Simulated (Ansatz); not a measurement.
A 4-atom cell of SiC (P6_3mc) from a materials database, relaxed with r2SCAN: space group P6_3mc (No. 186), hexagonal; a = 3.075 Å, c = 5.048 Å in the conventional setting, 10.34 Å³ an atom. Around Si lie 4 C at 1.88–1.90 Å; around C lie 4 Si at 1.88–1.90 Å. One-shot G0W0@PBE in the plane-wave code Ansatz on a 6×6×4 mesh (contour deformation, no spin-orbit coupling), from a PBE gap of 2.274 eV over the mesh points (the G0W0 gap is indirect on the mesh); the number N of bands summed and the screening cutoff rise together. Spin-unpolarised throughout; all numbers are computed.

| N | cutoff (eV) | 1000/N | G0W0 gap (eV) |
| --- | --- | --- | --- |
| 75 | 80 | 13.333 | 2.820 |
| 163 | 140 | 6.135 | 3.046 |

**Question.** Lay a straight line in 1000/N through these rows.

**Answer.** The slope is -0.0314 eV per unit of 1000/N and the intercept 3.239 eV.

**Question.** Predict the gap at N = 293 (210 eV).

**Answer.** 3.239 + (-0.0314) × 3.413 = 3.132 eV; the run gives 3.165 eV, +0.033 eV from the line.

**Question.** With that run's result added, what limit do the last two rows suggest?

**Answer.** Their slope is (3.165 − 3.046)/(3.413 − 6.135) = -0.0437, which meets 1/N = 0 at 3.31 eV, against 3.239 eV from the first line. The slope steepens, so 1/N isn't yet asymptotic and the true limit probably lies higher still; the k mesh isn't extrapolated.
